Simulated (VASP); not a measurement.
# As (R-3m) in VASP: notebook

Aim: see how the results for As move with the level of theory and the settings. Levels: LDA, PBE+D3(BJ), PBE, r2SCAN. Tasks: phonons, band structure.

Program: VASP 6.6.1. These are calculated values, not measurements. Logs are shortened: lines on timing, memory, paths and dates and some standing lists are left out, and cuts for length are marked.

**1. The crystal as given**

Symmetry: R-3m, No. 166, trigonal system. The conventional cell has a = 3.768 Å, b = 3.768 Å, c = 9.965 Å, α = 90.00°, β = 90.00°, γ = 120.00°. As (site symmetry 3m) has 3 As at 2.52 Å as nearest neighbours.

**2. Phonons, LDA**

POSCAR reads:

```
As
1.0
    1.8839956731      1.0877254090      3.3215676018
   -1.8839956731      1.0877254090      3.3215676018
    0.0000000000     -2.1754508181      3.3215676018
  As
     2
Direct
     0.7690925403518207    0.7690925403518207    0.7690925403518136
     0.2309074596481793    0.2309074596481793    0.2309074596481864
```

INCAR.step1 reads:

```
SYSTEM = As
ALGO     = Normal         ! electronic algorithm
EDIFF    = 1E-8           ! SCF threshold, eV
EDIFFG   = -0.002         ! ionic threshold
ENCUT    = 600            ! plane-wave cutoff, eV
IBRION   = 2              ! ionic algorithm
ISIF     = 3              ! what is computed and relaxed
ISMEAR   = 1              ! smearing method
KPAR     = 2            
LASPH    = .TRUE.         ! aspherical terms in the spheres
LCHARG   = .FALSE.        ! write CHGCAR
LREAL    = .FALSE.        ! projectors in reciprocal space
LWAVE    = .FALSE.        ! write WAVECAR
NELM     = 80             ! most SCF steps
NSW      = 40             ! ionic steps
PREC     = Accurate       ! precision mode
SIGMA    = 0.2            ! smearing width, eV
```

INCAR.step2 reads:

```
SYSTEM = As
ALGO     = Normal         ! electronic algorithm
EDIFF    = 1E-8           ! SCF threshold, eV
ENCUT    = 600            ! plane-wave cutoff, eV
IBRION   = 6              ! ionic algorithm
ISIF     = 2              ! what is computed and relaxed
ISMEAR   = 1              ! smearing method
KPAR     = 2            
LASPH    = .TRUE.         ! aspherical terms in the spheres
LCHARG   = .FALSE.        ! write CHGCAR
LREAL    = .FALSE.        ! projectors in reciprocal space
LWAVE    = .FALSE.        ! write WAVECAR
NELM     = 80             ! most SCF steps
NFREE    = 2            
NSW      = 1              ! ionic steps
POTIM    = 0.015          ! step
PREC     = Accurate       ! precision mode
SIGMA    = 0.2            ! smearing width, eV
```

KPOINTS reads:

```
k-points
0
G
  22 22 22
  0 0 0
```

Potentials or basis: VASP PAW LDA potentials, release 64 (As).

Started as:

```bash
$ cat potpaw_LDA.64/As/POTCAR > POTCAR
$ cp INCAR.step1 INCAR
$ mpirun -np 2 vasp_std > vasp.out
$ cp CONTCAR POSCAR
$ cp INCAR.step2 INCAR
$ mpirun -np 2 vasp_std > vasp.out
```

OUTCAR:

```text
SYSTEM = As
   EDIFF = 1E-8
   ENCUT = 600
   IBRION = 6
   ISIF = 2
   ISMEAR = 1
   LASPH = .TRUE.
   LREAL = .FALSE.
   NELM = 80
   NFREE = 2
   NSW = 1
   POTIM = 0.015
   PREC = Accurate

 ion  position               nearest neighbor table
   1  0.769  0.769  0.769-   2 2.52   2 2.52   2 2.52
   2  0.231  0.231  0.231-   1 2.52   1 2.52   1 2.52

  LATTYP: Found a trigonal (rhomboedric) cell.
 ALAT       =     3.9746528831
 COS(alpha) =     0.5506727388

  Lattice vectors:

 A1 = (   1.8839336050,   1.0876895740,   3.3264983246)
 A2 = (  -1.8839336050,   1.0876895740,   3.3264983246)
 A3 = (   0.0000000000,  -2.1753791481,   3.3264983246)

Analysis of symmetry for initial positions (statically):
=====================================================================
 Subroutine PRICEL returns:
 Original cell was already a primitive cell.

 Routine SETGRP: Setting up the symmetry group for a
 trigonal (rhombohedral) supercell.

 Subroutine GETGRP returns: Found 12 space group operations
 (whereof 12 operations were pure point group operations)
 out of a pool of 12 trial point group operations.

The static configuration has the point symmetry D_3d.

Analysis of symmetry for dynamics (positions and initial velocities):
=====================================================================
 Subroutine PRICEL returns:
 Original cell was already a primitive cell.

 Routine SETGRP: Setting up the symmetry group for a
 trigonal (rhombohedral) supercell.

 Subroutine GETGRP returns: Found 12 space group operations
 (whereof 12 operations were pure point group operations)
 out of a pool of 12 trial point group operations.

The dynamic configuration has the point symmetry D_3d.

 Subroutine INISYM returns: Found 12 space group operations
 (whereof 12 operations are pure point group operations),
 and found     1 'primitive' translations

----------------------------------------------------------------------------------------

                                     Primitive cell

  volume of cell :      40.8987

  direct lattice vectors                    reciprocal lattice vectors
     1.883933605  1.087689574  3.326498325     0.265402134  0.153229994  0.100205472
    -1.883933605  1.087689574  3.326498325    -0.265402134  0.153229994  0.100205472
     0.000000000 -2.175379148  3.326498325     0.000000000 -0.306459988  0.100205472

  length of vectors
     3.974652883  3.974652883  3.974652883     0.322426520  0.322426520  0.322426520

  position of ions in fractional coordinates (direct lattice)
     0.769202298  0.769202298  0.769202298
     0.230797702  0.230797702  0.230797702

  ion indices of the primitive-cell ions
   primitive index   ion index
                 1           1
                 2           2

----------------------------------------------------------------------------------------

 KPOINTS: k-points

Automatic generation of k-mesh.
 Grid dimensions read from file:
 generate k-points for:   22   22   22

 Generating k-lattice:

  Cartesian coordinates                     Fractional coordinates (reciprocal lattice)
     0.012063733  0.006965000  0.004554794     0.045454545  0.000000000  0.000000000
    -0.012063733  0.006965000  0.004554794     0.000000000  0.045454545  0.000000000
     0.000000000 -0.013929999  0.004554794    -0.000000000 -0.000000000  0.045454545

  Length of vectors
     0.014655751  0.014655751  0.014655751

  Shift w.r.t. Gamma in fractional coordinates (k-lattice)
[... 58 lines left out ...]
   ISIF   =      2    stress and relaxation
   ISYM   =      2    0-nonsym 1-usesym 2-fastsym
   POTIM  = 0.0150    time-step for ionic-motion
   TEBEG  =    0.0;   TEEND  =   0.0 temperature during run
   PSTRESS=    0.0 pullay stress
   NELECT =      10.0000    total number of electrons
   NUPDOWN=      -1.0000    fix difference up-down
   EMIN   =  10.00;   EMAX   =-10.00  energy-range for DOS
   EFERMI =   0.00;   METHOD = LEGACY
   ISMEAR =     1;   SIGMA  =   0.20  broadening in eV -4-tet -1-fermi 0-gaus
   EFERMI_NEDOS =   21; number of points for ismear=-14 and -15
   IALGO  =     38    algorithm
   IMIX   =      4    mixing-type and parameters
     AMIX     =   0.40;   BMIX     =  1.00
     AMIX_MAG =   1.60;   BMIX_MAG =  1.00
  volume/ion in A,a.u.               =      20.45       138.00
  Fermi-wavevector in a.u.,A,eV,Ry     =   1.023698  1.934508 14.258325  1.047957
  Thomas-Fermi vector in A             =   2.157445
   LORBIT       =      0    0 simple, 1 ext, 2 COOP (PROOUT), +10 PAW based schemes
   GGA     = CA    functional components
   LHFCALC =     F    Hartree Fock is set to
   AEXX    =    0.0000 exact exchange contribution
   IVDW    =     0    specifies the selected vdW correction
   LEPSILON=     F    determine dielectric tensor
   LRPA    =     F    only Hartree local field effects (RPA)
 finite differences with symmetry
 non-spin polarized calculation
 Methfessel and Paxton  Order N= 1 SIGMA  =   0.20
  energy-cutoff  :      600.00
  volume of cell :       40.90
 maximum number of plane-waves:      1394
   NGX = 15   NGY = 15   NGZ = 15

--------------------------------------- Ionic step        1  -------------------------------------------

 number of electron      10.0000000 magnetization

 Free energy of the ion-electron system (eV)
  ---------------------------------------------------
  ext. energy  EPLUGINS =         0.00000000
  ---------------------------------------------------
  free energy    TOTEN  =       -10.78069439 eV

  energy without entropy =      -10.78127160  energy(sigma->0) =      -10.78088679

------------------------ aborting loop because EDIFF is reached ----------------------------------------

  FORCE on cell =-STRESS in cart. coord.  units (eV):
  Direction    XX          YY          ZZ          XY          YZ          ZX
  --------------------------------------------------------------------------------------
  -------------------------------------------------------------------------------------
  Total       -0.0032173     -0.0032173      0.0023366      0.0000000     -0.0000000     -0.0000000
  in kB       -0.1260352     -0.1260352      0.0915334      0.0000000     -0.0000000     -0.0000000
  external PRESSURE =      -0.0535124 kB  Pullay stress =       0.0000000 kB
[... 131 lines left out ...]
--------------------------------------- Ionic step        5  -------------------------------------------

 number of electron      10.0000000 magnetization

 Free energy of the ion-electron system (eV)
  ---------------------------------------------------
  ext. energy  EPLUGINS =         0.00000000
  ---------------------------------------------------
  free energy    TOTEN  =       -10.77984629 eV

  energy without entropy =      -10.78068158  energy(sigma->0) =      -10.78012472

 E-fermi :   5.9654     XC(G=0): -10.4038

 val. band max:        5.9463858151   @ k =   0.5000   0.0455   0.0000
 cond. band min:       5.9757330349   @ k =   0.4545   0.0455   0.0000
 fundamental gap:      0.0293472198
 Fermi energy:         5.9654328961

 k-point     1 :       0.0000    0.0000    0.0000
  band No.  band energies     occupation
      1      -9.3138      2.00000
      2       0.4411      2.00000
      3       3.5518      2.00000
      4       3.8784      2.00000
      5       3.8784      2.00000
      6       8.2192     -0.00000
      7       9.1591     -0.00000
      8       9.1591     -0.00000
      9      12.3852      0.00000
[... 265 lines left out ...]
 k-point    24 :      -0.4545    0.0455   -0.0000
  band No.  band energies     occupation
      1      -6.4986      2.00000
      2      -5.3038      2.00000
      3       3.1457      2.00000
      4       3.6539      2.00000
      5       5.2033      2.00000
      6       5.9880      0.81041
      7       6.2124     -0.07088
      8       7.2236     -0.00000
      9      14.7898      0.00000

 [... further k-points ...]
[... 5 lines left out ...]
  --------------------------------------------------------------------------------------
  -------------------------------------------------------------------------------------
  Total       -0.0655356     -0.0655356     -0.1314957     -0.0000000      0.0000000      0.0000000
  in kB       -2.5673106     -2.5673106     -5.1512528     -0.0000000      0.0000000      0.0000000
  external PRESSURE =      -3.4286247 kB  Pullay stress =       0.0000000 kB
[... 17 lines left out ...]
  FREE ENERGIE OF THE ION-ELECTRON SYSTEM (eV)
  ---------------------------------------------------
  free  energy   TOTEN  =       -10.7798462929 eV

  energy  without entropy=      -10.7806815791  energy(sigma->0) =      -10.78012472

 INTERNAL STRAIN TENSORS FROM DISPLACED ATOMS
 ============================================

 INTERNAL STRAIN TENSOR FOR ION    1 for displacements in x,y,z  (eV/Angst):
          X           Y           Z          XY          YZ          ZX
  --------------------------------------------------------------------------------
  x     0.00000     0.00000     0.00000    -1.09728     0.00000     5.18083
  y    -1.09728     1.09728    -0.00000     0.00000     5.18083    -0.00000
  z     4.33943     4.33943     8.81847     0.00000    -0.00000    -0.00000

 INTERNAL STRAIN TENSOR FOR ION    2 for displacements in x,y,z  (eV/Angst):
          X           Y           Z          XY          YZ          ZX
  --------------------------------------------------------------------------------
  x    -0.00000    -0.00000     0.00000     1.09728     0.00000    -5.18083
  y     1.09728    -1.09728     0.00000     0.00000    -5.18083     0.00000
  z    -4.33943    -4.33943    -8.81847     0.00000     0.00000     0.00000

 Eigenvectors and eigenvalues of the dynamical matrix
 ----------------------------------------------------

   1 f  =    6.929961 THz    43.542232 2PiTHz  231.158630 cm-1    28.660004 meV
             X         Y         Z           dx          dy          dz
      0.000000 -0.000000  7.676250     0.000000   -0.000000    0.707107
      0.000000 -0.000000  2.303245    -0.000000    0.000000   -0.707107
[... 16 lines left out ...]
   5 f  =    0.000000 THz     0.000000 2PiTHz    0.000001 cm-1     0.000000 meV
             X         Y         Z           dx          dy          dz
      0.000000 -0.000000  7.676250    -0.616787    0.194342   -0.286016
      0.000000 -0.000000  2.303245    -0.616787    0.194342   -0.286016

   6 f/i=    0.000000 THz     0.000000 2PiTHz    0.000003 cm-1     0.000000 meV
             X         Y         Z           dx          dy          dz
      0.000000 -0.000000  7.676250     0.121139   -0.426368   -0.550941
      0.000000 -0.000000  2.303245     0.121139   -0.426368   -0.550941

 ELASTIC MODULI CONTR FROM IONIC RELAXATION (kBar)
 Direction    XX          YY          ZZ          XY          YZ          ZX
 --------------------------------------------------------------------------------
 XX        -114.2704    -86.1571   -203.6516      0.0000     66.3689     -0.0000
 YY         -86.1571   -114.2704   -203.6516     -0.0000    -66.3689      0.0000
 ZZ        -203.6516   -203.6516   -413.8549     -0.0000      0.0000      0.0000
 XY           0.0000     -0.0000     -0.0000    -14.0567     -0.0000     66.3689
 YZ          66.3689    -66.3689      0.0000     -0.0000   -313.3625      0.0000
 ZX          -0.0000      0.0000      0.0000     66.3689      0.0000   -313.3625
 --------------------------------------------------------------------------------
```

It took 14 min on 2 MPI ranks of Intel Xeon 6975P-C (Granite Rapids), shared host; peak memory 3.3 GiB.

Results:

| Property | Result |
| --- | --- |
| Relaxed volume | 20.45 Å³/atom |
| Relaxed cell | a = 3.975 Å, b = 3.975 Å, c = 3.975 Å, α = 56.59°, β = 56.59°, γ = 56.59° |
| Space group after relaxing (to 0.05 Å) | R-3m (No. 166) |
| Highest phonon frequency at Γ | 231 cm⁻¹ |

Final structure:
```cif
data_structure
_symmetry_space_group_name_H-M 'P 1'
_symmetry_Int_Tables_number 1
_cell_length_a 3.9747
_cell_length_b 3.9747
_cell_length_c 3.9747
_cell_angle_alpha 56.587
_cell_angle_beta 56.587
_cell_angle_gamma 56.587
_cell_volume 40.90
loop_
_atom_site_label
_atom_site_type_symbol
_atom_site_fract_x
_atom_site_fract_y
_atom_site_fract_z
_atom_site_occupancy
As1 As 0.76920 0.76920 0.76920 1
As2 As 0.23080 0.23080 0.23080 1
```

Phonon frequencies in cm⁻¹ (negative: imaginary):
| q point | frequencies |
| --- | --- |
| (0.000, 0.000, 0.000) | 0 0 0 156 156 231 |

(Continued in part 2 of 2.)
